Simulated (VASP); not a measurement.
# Nb3Sn (Pm-3n) in VASP: reference runs

Reference runs on Nb3Sn: the cell as given and a disturbed copy.

Program: VASP 6.6.1. These are calculated values, not measurements. Logs are shortened: lines on timing, memory, paths and dates and some standing lists are left out, and cuts for length are marked.

## 1. The crystal as given

It takes space group Pm-3n (No. 223, cubic). The conventional cell has a = 5.282 Å, b = 5.282 Å, c = 5.282 Å, α = 90.00°, β = 90.00°, γ = 90.00°. Sn (site symmetry m-3) is surrounded by 12 Nb at 2.95 Å. Nb (site symmetry -4m2) is surrounded by 2 Nb at 2.64 Å and 4 Sn at 2.95 Å.

## 2. Single point, PBE (atoms moved at random, drawn with an rms of 0.05 Å)

The input, INCAR:

```
ALGO     = Normal         # electronic algorithm
EDIFF    = 1E-7           # SCF threshold, eV
ENCUT    = 520            # plane-wave cutoff, eV
GGA      = PE             # functional
ISIF     = 2              # what is computed and relaxed
ISMEAR   = -1             # smearing method
LASPH    = T              # aspherical terms in the spheres
LCHARG   = T              # write CHGCAR
LELF     = T              # ELF
LREAL    = F              # projectors in reciprocal space
LVHAR    = T            
LWAVE    = F              # write WAVECAR
NBANDS   = 63             # bands
NELM     = 80             # most SCF steps
PREC     = Accurate       # precision mode
SIGMA    = 0.05           # smearing width, eV
```

The input, KPOINTS:

```
k-points
0
Gamma
  5 5 5
```

The input, POSCAR:

```
Nb3Sn
1.0
    5.2821000000      0.0000000000      0.0000000000
    0.0000000000      5.2821000000      0.0000000000
    0.0000000000      0.0000000000      5.2821000000
Sn Nb
2 6
Direct
    0.5081000000      0.5045540000      0.5032040000
    0.0057830000     -0.0022610000     -0.0150810000
   -0.0031190000      0.4941410000      0.2374140000
    0.0049870000      0.5003180000      0.7461680000
    0.4972100000      0.2495560000     -0.0004800000
    0.7522980000      0.0019520000      0.4943930000
    0.5048830000      0.7465480000     -0.0073720000
    0.2536420000     -0.0026320000      0.5066670000
```

Potentials or basis: VASP PAW PBE potentials, release 64 (Sn_d, Nb_sv).

On the command line:

```sh
$ cat potpaw_PBE.64/Sn_d/POTCAR potpaw_PBE.64/Nb_sv/POTCAR > POTCAR
$ mpirun -np 1 vasp_std > vasp.out
```

OUTCAR:

```text
EDIFF = 1E-7
   ENCUT = 520
   GGA = PE
   ISIF = 2
   ISMEAR = -1
   LASPH = T
   LREAL = F
   NELM = 80
   PREC = Accurate

 ion  position               nearest neighbor table
   1  0.508  0.505  0.503-   7 2.88   4 2.92   6 2.93   8 2.93   3 2.94   5 2.95   4 2.95   6 2.95
                             5 2.98   7 2.98   8 3.00   3 3.04
   2  0.006  0.998  0.985-   8 2.85   4 2.91   6 2.92   5 2.92   4 2.94   3 2.94   7 2.95   7 2.96
                             3 2.98   5 3.00   6 3.01   8 3.05
   3  0.997  0.494  0.237-   4 2.60   4 2.69   1 2.94   2 2.94   2 2.98   1 3.04
   4  0.005  0.500  0.746-   3 2.60   3 2.69   2 2.91   1 2.92   2 2.94   1 2.95
   5  0.497  0.250  1.000-   7 2.63   7 2.66   2 2.92   1 2.95   1 2.98   2 3.00
   6  0.752  0.002  0.494-   8 2.63   8 2.65   2 2.92   1 2.93   1 2.95   2 3.01
   7  0.505  0.747  0.993-   5 2.63   5 2.66   1 2.88   2 2.95   2 2.96   1 2.98
   8  0.254  0.997  0.507-   6 2.63   6 2.65   2 2.85   1 2.93   1 3.00   2 3.05

  LATTYP: Found a simple cubic cell.
 ALAT       =     5.2821000000

  Lattice vectors:

 A1 = (   5.2821000000,   0.0000000000,   0.0000000000)
 A2 = (   0.0000000000,   5.2821000000,   0.0000000000)
 A3 = (   0.0000000000,   0.0000000000,   5.2821000000)

Analysis of symmetry for initial positions (statically):
=====================================================================
 Subroutine PRICEL returns:
 Original cell was already a primitive cell.

 Routine SETGRP: Setting up the symmetry group for a
 simple cubic supercell.

 Subroutine GETGRP returns: Found  1 space group operations
 (whereof  1 operations were pure point group operations)
 out of a pool of 48 trial point group operations.

The static configuration has the point symmetry C_1 .

Analysis of symmetry for dynamics (positions and initial velocities):
=====================================================================
 Subroutine PRICEL returns:
 Original cell was already a primitive cell.

 Routine SETGRP: Setting up the symmetry group for a
 simple cubic supercell.

 Subroutine GETGRP returns: Found  1 space group operations
 (whereof  1 operations were pure point group operations)
 out of a pool of 48 trial point group operations.

The dynamic configuration has the point symmetry C_1 .

 Subroutine INISYM returns: Found  1 space group operations
 (whereof  1 operations are pure point group operations),
 and found     1 'primitive' translations

----------------------------------------------------------------------------------------

                                     Primitive cell

  volume of cell :     147.3737

  direct lattice vectors                    reciprocal lattice vectors
     5.282100000  0.000000000  0.000000000     0.189318642  0.000000000  0.000000000
     0.000000000  5.282100000  0.000000000     0.000000000  0.189318642  0.000000000
     0.000000000  0.000000000  5.282100000     0.000000000  0.000000000  0.189318642

  length of vectors
     5.282100000  5.282100000  5.282100000     0.189318642  0.189318642  0.189318642

  position of ions in fractional coordinates (direct lattice)
     0.508100000  0.504554000  0.503204000
     0.005783000  0.997739000  0.984919000
     0.996881000  0.494141000  0.237414000
     0.004987000  0.500318000  0.746168000
     0.497210000  0.249556000  0.999520000
     0.752298000  0.001952000  0.494393000
     0.504883000  0.746548000  0.992628000
     0.253642000  0.997368000  0.506667000

  ion indices of the primitive-cell ions
   primitive index   ion index
                 1           1
                 2           2
                 3           3
                 4           4
                 5           5
                 6           6
                 7           7
                 8           8

----------------------------------------------------------------------------------------

 KPOINTS: k-points

Automatic generation of k-mesh.
 Grid dimensions read from file:
 generate k-points for:    5    5    5

 Generating k-lattice:

  Cartesian coordinates                     Fractional coordinates (reciprocal lattice)
     0.037863728  0.000000000  0.000000000     0.200000000  0.000000000  0.000000000
     0.000000000  0.037863728  0.000000000     0.000000000  0.200000000  0.000000000
     0.000000000  0.000000000  0.037863728     0.000000000  0.000000000  0.200000000

  Length of vectors
     0.037863728  0.037863728  0.037863728

  Shift w.r.t. Gamma in fractional coordinates (k-lattice)
     0.000000000  0.000000000  0.000000000

 Subroutine IBZKPT returns following result:
 ===========================================

 Found     63 irreducible k-points:

 Following reciprocal coordinates:
            Coordinates               Weight
  0.000000  0.000000  0.000000      1.000000
  0.200000  0.000000  0.000000      2.000000
  0.000000  0.200000  0.000000      2.000000
  0.000000  0.000000  0.200000      2.000000
  0.400000  0.000000  0.000000      2.000000
  0.000000  0.400000  0.000000      2.000000
[... 16 lines left out ...]
  0.000000 -0.200000  0.400000      2.000000
  0.400000 -0.200000  0.000000      2.000000
 [... further k-points ...]
   k-points           NKPTS =     63   k-points in BZ     NKDIM =     63   number of bands    NBANDS=     63
   number of dos      NEDOS =    301   number of ions     NIONS =      8
   total plane-waves  NPLWV =  64000
   dimension x,y,z NGX =    40 NGY =   40 NGZ =   40
   dimension x,y,z NGXF=    80 NGYF=   80 NGZF=   80
   ions per type =               2   6
   NGX,Y,Z   is equivalent  to a cutoff of  12.59, 12.59, 12.59 a.u.
   NGXF,Y,Z  is equivalent  to a cutoff of  25.18, 25.18, 25.18 a.u.
 SYSTEM =  unknown system
   PREC   = accura    normal or accurate (medium, high low for compatibility)
   ISTART =      0    job   : 0-new  1-cont  2-samecut
   ICHARG =      2    charge: 1-file 2-atom 10-const
   ISPIN  =      1    spin polarized calculation?
   LNONCOLLINEAR =      F non collinear calculations
   LSORBIT =      F    spin-orbit coupling
   LASPH  =      T    aspherical Exc in radial PAW
   ENCUT  =  520.0 eV  38.22 Ry    6.18 a.u.   9.82  9.82  9.82*2*pi/ulx,y,z
   NELM   =     80;   NELMIN=  2; NELMDL= -5     # of ELM steps
   EDIFF  = 0.1E-06   stopping-criterion for ELM
   LREAL  =      F    real-space projection
   EDIFFG = 0.1E-05   stopping-criterion for IOM
   NSW    =      0    number of steps for IOM
   IBRION =     -1    ionic relax: 0-MD 1-quasi-New 2-CG
   NFREE  =      0    steps in history (QN), initial steepest desc. (CG)
   ISIF   =      2    stress and relaxation
   ISYM   =      2    0-nonsym 1-usesym 2-fastsym
   POTIM  = 0.5000    time-step for ionic-motion
   TEBEG  =    0.0;   TEEND  =   0.0 temperature during run
   PSTRESS=    0.0 pullay stress
   NELECT =     106.0000    total number of electrons
   NUPDOWN=      -1.0000    fix difference up-down
   EMIN   =  10.00;   EMAX   =-10.00  energy-range for DOS
   EFERMI =   0.00;   METHOD = LEGACY
   ISMEAR =    -1;   SIGMA  =   0.05  broadening in eV -4-tet -1-fermi 0-gaus
   EFERMI_NEDOS =   21; number of points for ismear=-14 and -15
   IALGO  =     38    algorithm
   IMIX   =      4    mixing-type and parameters
     AMIX     =   0.40;   BMIX     =  1.00
     AMIX_MAG =   1.60;   BMIX_MAG =  1.00
  volume/ion in A,a.u.               =      18.42       124.32
  Fermi-wavevector in a.u.,A,eV,Ry     =   1.466798  2.771845 29.272866  2.151495
  Thomas-Fermi vector in A             =   2.582492
   LORBIT       =      0    0 simple, 1 ext, 2 COOP (PROOUT), +10 PAW based schemes
   GGA     = PE    functional components
[... 5 lines left out ...]
 non-spin polarized calculation
  energy-cutoff  :      520.00
  volume of cell :      147.37
 maximum number of plane-waves:      3984
   NGX = 19   NGY = 19   NGZ = 19

 number of electron     106.0000001 magnetization

 Free energy of the ion-electron system (eV)
  ---------------------------------------------------
  ext. energy  EPLUGINS =         0.00000000
  ---------------------------------------------------
  free energy    TOTEN  =       -70.28126879 eV

  energy without entropy =      -70.17875746  energy(sigma->0) =      -70.23001313

 E-fermi :  11.4389     XC(G=0): -12.3644

 val. band max:       11.4384701891   @ k =   0.2000   0.0000   0.0000
 cond. band min:      11.4397082963   @ k =   0.2000   0.4000   0.4000
 fundamental gap:      0.0012381072
 Fermi energy:        11.4389084462

 k-point     1 :       0.0000    0.0000    0.0000
  band No.  band energies     occupation
      1     -43.1153      2.00000
      2     -43.0448      2.00000
      3     -43.0384      2.00000
      4     -42.8244      2.00000
      5     -42.8189      2.00000
      6     -42.8111      2.00000
[... 55 lines left out ...]
     62      15.1330      0.00000
     63      15.2415      0.00000

 k-point     2 :       0.2000    0.0000    0.0000
  band No.  band energies     occupation
      1     -43.1036      2.00000
      2     -43.0440      2.00000
      3     -43.0288      2.00000
      4     -42.8477      2.00000
      5     -42.8189      2.00000
      6     -42.8113      2.00000
[... 55 lines left out ...]
     62      14.9401      0.00000
     63      15.0384      0.00000

 k-point     3 :       0.0000    0.2000    0.0000
  band No.  band energies     occupation
      1     -43.1042      2.00000
      2     -43.0484      2.00000
      3     -43.0238      2.00000
      4     -42.8423      2.00000
      5     -42.8243      2.00000
      6     -42.8114      2.00000
[... 1375 lines left out ...]
     62      14.4487      0.00000
     63      14.6524      0.00000

 k-point    24 :       0.4000   -0.2000    0.0000
  band No.  band energies     occupation
      1     -43.0709      2.00000
      2     -43.0450      2.00000
      3     -42.9793      2.00000
      4     -42.9087      2.00000
      5     -42.8421      2.00000
      6     -42.8116      2.00000
[... 55 lines left out ...]
     62      14.5010      0.00000
     63      14.6308      0.00000

 [... further k-points ...]

------------------------ aborting loop because EDIFF is reached ----------------------------------------

  FORCE on cell =-STRESS in cart. coord.  units (eV):
  Direction    XX          YY          ZZ          XY          YZ          ZX
  --------------------------------------------------------------------------------------
  -------------------------------------------------------------------------------------
  Total        2.6461760      3.9066005      3.6852262      0.0973226      0.5234178     -0.7453673
  in kB       28.7679858     42.4707299     40.0640519      1.0580457      5.6903527     -8.1032840
  external PRESSURE =      37.1009226 kB  Pullay stress =       0.0000000 kB

 VOLUME and BASIS-vectors are now :
 -----------------------------------------------------------------------------
  energy-cutoff  :      520.00
  volume of cell :      147.37
      direct lattice vectors                 reciprocal lattice vectors
     5.282100000  0.000000000  0.000000000     0.189318642  0.000000000  0.000000000
     0.000000000  5.282100000  0.000000000     0.000000000  0.189318642  0.000000000
     0.000000000  0.000000000  5.282100000     0.000000000  0.000000000  0.189318642

 POSITION                                       TOTAL-FORCE (eV/Angst)
 -----------------------------------------------------------------------------------
      2.68384      2.66510      2.65797        -0.331959     -0.309704     -0.447555
      0.03055      5.27016      5.20244        -0.306481     -0.011236      0.836470
      5.26563      2.61010      1.25404         0.229563      0.079373      0.350205
      0.02634      2.64273      3.94133         0.104404     -0.032676     -0.067554
      2.62631      1.31818      5.27956         0.175762     -0.019575      0.091062
      3.97371      0.01031      2.61143         0.004970      0.092901     -0.379310
      2.66684      3.94334      5.24316         0.092414      0.105023      0.246877
      1.33976      5.26820      2.67627         0.031328      0.095894     -0.630195
 -----------------------------------------------------------------------------------
    total drift:                               -0.000177      0.000304      0.000102

  FREE ENERGIE OF THE ION-ELECTRON SYSTEM (eV)
  ---------------------------------------------------
  free  energy   TOTEN  =       -70.2812687880 eV

  energy  without entropy=      -70.1787574630  energy(sigma->0) =      -70.23001313
```

It took 13 min on 1 thread of Intel Xeon Platinum 8259CL at 2.50GHz (Skylake/Cascade Lake), shared host; peak memory 0.53 GiB.

Results:

```yaml
Free_energy: -70.2813 eV
Pressure: 3.7 GPa
Largest_force: 0.891 eV/Å
Band_gap_on_the_k_mesh: none (metal or under the smearing width)
```

Forces on the atoms (eV/Å):
```
Sn  -0.332 -0.310 -0.448
Sn  -0.306 -0.011  0.836
Nb   0.230  0.079  0.350
Nb   0.104 -0.033 -0.068
Nb   0.176 -0.020  0.091
Nb   0.005  0.093 -0.379
Nb   0.092  0.105  0.247
Nb   0.031  0.096 -0.630
```

Levels at points of the mesh, in eV from the Fermi level:
| k point | band 50 | band 51 | band 52 | band 53 | band 54 | band 55 | band 56 | band 57 |
| --- | --- | --- | --- | --- | --- | --- | --- | --- |
| (0.00, 0.00, 0.00) | -0.56 | -0.54 | -0.52 | -0.09 | 0.00 | 2.32 | 2.38 | 2.41 |

(Continued in part 2 of 2.)
